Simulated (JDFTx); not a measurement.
## Bi under changes of volume

One of the cells (31.117 Å³/atom); the others are scaled copies at fixed shape and fractional positions:

```
CELL_PARAMETERS angstrom
-1.98143 1.98143 1.98143
1.98143 -1.98143 1.98143
1.98143 1.98143 -1.98143
ATOMIC_POSITIONS crystal
Bi 0.00000 0.00000 0.00000
```

This isn't the form of Bi at room conditions, which is rhombohedral.

| Quantity | Value |
| --- | --- |
| Program | JDFTx 1.7.0 (patched build) |
| Functional | PBEsol |
| Potentials or basis | PseudoDojo-SR-PBEsol-0.4.1-standard |
| Cutoff | 898 eV |
| Density cutoff | 3592 eV |
| k mesh | 9 × 9 × 9 |
| Occupations | fermi-dirac, width 0.05 eV |
| Spin | no spin polarisation |

```csv
volume (Å³/atom),energy over the lowest point (meV/atom),pressure (GPa)
29.250,4.49,1.7
29.872,0.00,0.4
30.495,0.64,-0.8
31.117,?,?
31.739,15.38,-2.9
32.362,28.41,-3.8
32.984,44.58,-4.5
```

Question: What does the run at 31.117 Å³/atom give?

Answer: Energy over the lowest point 5.94 meV/atom; pressure -1.9 GPa.

Worked out: A Birch-Murnaghan fit of order 3 (a polynomial in V^(-2/3)) to the other rows has its minimum at 30.09 Å³/atom with B0 = V·E''(V) = 62 GPa and B' = 5.0. It gives 5.98 meV/atom at 31.117 Å³/atom, against the run's 5.94, and -dE/dV = -1.9 GPa, against -1.9.

Energies are extrapolated to zero smearing.
